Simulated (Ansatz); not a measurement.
The following input was run with Ansatz 0.2.0.

```yaml
crystal:
  lattice:
    - [2.4665086558, 0.0, 0.0]
    - [-1.2332543279, 2.1360591546, 0.0]
    - [0.0, 0.0, 58.6655500286]
  atoms:
    - { symbol: C, position: [0.0, 0.0, 0.1278433424] }
    - { symbol: C, position: [0.6666666667, 0.3333333333, 0.1278461324] }
    - { symbol: C, position: [0.0, 0.0, 0.4625115] }
    - { symbol: C, position: [0.3333333333, 0.6666666667, 0.4625087099] }
    - { symbol: C, position: [0.0, 0.0, 0.5374885] }
    - { symbol: C, position: [0.6666666667, 0.3333333333, 0.5374912901] }
    - { symbol: C, position: [0.0, 0.0, 0.8721566576] }
    - { symbol: C, position: [0.3333333333, 0.6666666667, 0.8721538676] }
basis:
  ecutwfc: 420
kpoints:
  mp_grid: { grid: [15, 15, 1] }
hamiltonian:
  xc: pbe
scf:
  occupations: { method: gaussian, width: 0.1 }
  max_iter: 50
output:
  forces: true
  stress: true
  eigenvalues: true
efield:
  axis: 3
  dipole_correction: true
  ramp_width: 0.04
  amplitude: 0.1
```

Run as
```bash
ansatz run input.yaml --threads 1 --pin off --max-ram 2560MiB --backend cpu --events-out ev --progress --plain --runs-dir out
```

All numbers below come from DFT PBE, scalar-relativistic, plane waves, PAW in Ansatz 0.2.0.

Part of what the program printed, abridged:

```
Pseudopotentials: kind: paw
Pseudopotential: C, paw, valence charge 4, recommended cutoff 420 eV (normal)
Functional definition: PBE
Crystal: 8 atoms, lattice volume = 309.086 Å³
Basis set: ecut = 420 eV, 5831 PW (Γ), exchange–correlation on 36×36×800 points (8 copies of the dense FFT grid, shifted against one another)
Bands: 24, of which v1, the nominal top of the filled ones, is band 16 counted from 1 (15 counted from 0)
Symmetry: 6 space group operations
k-points: 27 of 225 (time reversal used)
Initial density: superposition of atomic densities (neutral atoms: chi_scale 0, normalization atom, screened)
Initial wavefunctions: pseudopotential atomic-orbital guess
Functional: x = pbe(κ = 0.804, μ = 0.21951497), c = pbe(β = 0.06672455)
SCF iter   1: F=—  HF=-2011.961661 eV  |F-HF|=—  |Δ(HF+E_count)|=         —  Δρ=6.20e-2  dr2=1.08e1  ethr=3.10e-3  p=0.121 e·Å  D=7.10e-2 V/Å  ΔV_dip=-4.16 eV  dr2_dipole=7.81e-4  V_vac-E_F(+/−)=8.90/7.58 eV  ⟨swp⟩=11.0  Hψ=4700  notcnv=0  defer=1
efield: sawtooth ramp at fractional position 0.2752 (placed from the atoms, in the widest stretch of the axis that holds none; the zero of the levels goes with the place), width 0.0400; the density the first Hamiltonian is built on has a dipole p = 0.121 e·Å; the dipole correction subtracts the counter field D = 7.10e-2 V/Å, which shifts the + side's vacuum level by -4.16 eV against the − side's; the planar-averaged density in the ramp window peaks in size at 1.6e-7 e/Å³. `efield.ramp_position` is left out, and this cell has another vacuum in which the ramp fits: it would begin at 0.6848. With the ramp there the field meets the layers in another order: in general a different system, not this ...
SCF iter   2: F=—  HF=-2007.929581 eV  |F-HF|=—  |Δ(HF+E_count)|=    4.03e0  Δρ=1.87e-2  dr2=9.95e-1  ethr=3.10e-3  p=0.117 e·Å  D=6.84e-2 V/Å  ΔV_dip=-4.01 eV  dr2_dipole=5.18e-4  V_vac-E_F(+/−)=3.92/2.45 eV  ⟨swp⟩=5.1  Hψ=2085  notcnv=0  defer=98
SCF iter   3: F=—  HF=-2007.540589 eV  |F-HF|=—  |Δ(HF+E_count)|=   3.89e-1  Δρ=1.14e-3  dr2=4.60e-3  ethr=3.10e-3  p=0.119 e·Å  D=6.97e-2 V/Å  ΔV_dip=-4.09 eV  dr2_dipole=2.22e-4  V_vac-E_F(+/−)=5.08/3.69 eV  ⟨swp⟩=3.1  Hψ=1457  notcnv=0  defer=98
SCF iter   4: F=—  HF=-2007.539575 eV  |F-HF|=—  |Δ(HF+E_count)|=   1.01e-3  Δρ=3.56e-4  dr2=6.43e-4  ethr=1.44e-5  p=0.120 e·Å  D=7.00e-2 V/Å  ΔV_dip=-4.11 eV  dr2_dipole=1.58e-6  V_vac-E_F(+/−)=4.94/3.56 eV  ⟨swp⟩=2.3  Hψ=1110  notcnv=0  defer=99
SCF iter   5: F=—  HF=-2007.539469 eV  |F-HF|=—  |Δ(HF+E_count)|=   1.06e-4  Δρ=1.07e-4  dr2=4.14e-5  ethr=2.01e-6  p=0.119 e·Å  D=6.97e-2 V/Å  ΔV_dip=-4.09 eV  dr2_dipole=9.10e-7  V_vac-E_F(+/−)=4.96/3.57 eV  ⟨swp⟩=2.6  Hψ=1114  notcnv=0  defer=99
SCF iter   6: F=—  HF=-2007.539478 eV  |F-HF|=—  |Δ(HF+E_count)|=   9.18e-6  Δρ=1.57e-5  dr2=1.16e-6  ethr=1.29e-7  p=0.119 e·Å  D=6.98e-2 V/Å  ΔV_dip=-4.09 eV  dr2_dipole=7.05e-8  V_vac-E_F(+/−)=4.96/3.57 eV  ⟨swp⟩=2.1  Hψ=1066  notcnv=0  defer=99
SCF iter   7: F=-2007.539480 eV  HF=-2007.539479 eV  |F-HF|=2.79e-7  |Δ(HF+E_count)|=   1.01e-6  Δρ=4.77e-6  dr2=5.28e-8  ethr=3.13e-10  p=0.119 e·Å  D=6.98e-2 V/Å  ΔV_dip=-4.09 eV  dr2_dipole=2.33e-8  V_vac-E_F(+/−)=4.96/3.57 eV  ⟨swp⟩=30.7  Hψ=5792  notcnv=0
SCF 1 converged in 7 iterations: F = -2007.539480 eV  dr2 = 5.28e-8
SCF converged after 7 iterations
Free energy (F): -2007.539480 eV
Harris-Foulkes:  -2007.539479 eV  (|F-HF|=2.79e-7)
Internal energy: -2007.535741 eV  (E = F + TS)
E sigma→0 (E₀):  -2007.537610 eV
Entropy (-TS):   -0.003739 eV (-0.467 meV/atom)
Fermi energy:    -1.673374 eV
Dipole field:    D = 0.069950 V/Å  (p = 0.119482 e·Å, saw-weighted, corrected)
Work function:   not extracted (applied field tilts the vacuum); planar V_es + V_field profile in the machine report
Levels:          The Fermi level and band energies are counted from a zero that moves with the ramp; work functions are not
--- Per-component energies (eV) ---
  E_band       = -346.275428
  E_kinetic    = 726.410991
  E_local      = -17142.089995  (includes V_loc(G=0)·N_el)
  E_nonlocal   = 218.271995
  E_hartree    = 8191.505972
  E_xc         = -383.658278
  E_vxc        = -474.931921  (∫ρ·V_xc dr)
  E_paw        = -794.708975  (= ΣΔE_a)
  E_vpaw       = -54.376482  (= ΣTr[D̂ρ^β])
  E_aug_tail   = 0.000058  (compensation charges beyond the density's cutoff)
  E_efield     = -0.007769  (sawtooth field / dipole correction)
  E_vefield    = -2.552216  (∫n·V_field dr)
  E_ewald      = 7176.740260
  E_smearing   = -0.003739  (= −TS)
--- Forces (eV/Å), atoms counted from 1 ---
  atom   1  C      0.00000000     0.00000000     0.00285560
  atom   2  C      0.00000000     0.00000000    -0.00264904
  atom   3  C      0.00000000     0.00000000    -0.00165741
  atom   4  C      0.00000000     0.00000000     0.00235207
  atom   5  C      0.00000000     0.00000000     0.00158526
  atom   6  C      0.00000000     0.00000000    -0.00245092
  atom   7  C      0.00000000     0.00000000    -0.00279151
  atom   8  C      0.00000000     0.00000000     0.00270760
--- Stress (GPa, compression-positive) ---
        0.007963       0.000000       0.000000
        0.000000       0.007963       0.000000
        0.000000       0.000000       0.000403
  P = ⅓ Tr σ = 0.0054 GPa (0.054 kbar)
--- Band table (eV; the first three rows and the last of 27) ---
  k-point 0: bands = ["-21.2058", "-21.1913", "-21.1887", "-21.1799", "-9.3966", "-9.2902", "-9.2737", "-9.2017", "-4.7319", "-4.7319", "-4.7224", "-4.7224", "-4.7220", "-4.7220", "-4.7124", "-4.7124", "1.4290", "1.5899", "1.6699", "1.8948", "2.3478", "2.4799", "2.5326", "2.7812"]
  k-point 1: bands = ["-21.1010", "-21.0864", "-21.0839", "-21.0751", "-9.2705", "-9.1647", "-9.1482", "-9.0767", "-5.1568", "-5.1472", "-5.1468", "-5.1371", "-4.9542", "-4.9446", "-4.9443", "-4.9346", "1.5700", "1.7323", "1.8121", "2.0380", "2.4924", "2.6243", "2.6766", "2.9263"]
  k-point 2: bands = ["-20.7869", "-20.7726", "-20.7702", "-20.7613", "-8.8943", "-8.7902", "-8.7738", "-8.7040", "-6.2847", "-6.2748", "-6.2745", "-6.2647", "-5.5175", "-5.5078", "-5.5074", "-5.4977", "1.9929", "2.1597", "2.2390", "2.4673", "2.9258", "3.0574", "3.1082", "3.3614"]
  k-point 26: bands = ["-14.2895", "-14.2883", "-14.2778", "-14.2775", "-14.2775", "-14.2771", "-14.2669", "-14.2669", "-12.2489", "-12.2384", "-12.2381", "-12.2274", "-1.7337", "-1.6887", "-1.6746", "-1.6733", "-1.6733", "-1.6588", "-1.6588", "-1.6297", "8.8687", "8.8973", "8.9403", "8.9715"]
```

The calculation finished and met its thresholds.

It took 15 s on 1 thread of Intel(R) Xeon(R) 6975P-C (Granite Rapids), on a shared host, peak memory 0.52 GiB.